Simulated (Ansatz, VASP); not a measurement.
**Pd in VASP and in Ansatz**

```
Pd
1.0
     0.00000    2.84270    2.84270
     2.84270    0.00000    2.84270
     2.84270    2.84270    0.00000
Pd
2
Cartesian
  -0.7107 -0.7107 -0.7107
  0.7107 0.7107 0.7107
```

This isn't the form of Pd at room conditions, which is fcc.

Alike in both runs: task single point; functional PBEsol; k mesh 12 × 12 × 12; occupations fermi-dirac, width 0.05 eV; no spin polarisation.

|  | VASP | Ansatz |
| --- | --- | --- |
| version | VASP 6.6.1 | Ansatz 0.2.0 |
| potentials or method | VASP PAW PBE potentials, release 64 (Pd), cutoff 520 eV | all-electron LAPW, scalar-relativistic |

Ansatz gave:

* pressure (GPa): 0.0

Task: Which values does VASP return?

Result: Pressure (GPa): -0.4.

Ansatz ran all-electron here, so the differences hold the error of VASP's frozen core and of both bases.

Caveats: the PAW data sets were made with another functional, which shifts forces and pressure a little (VASP).
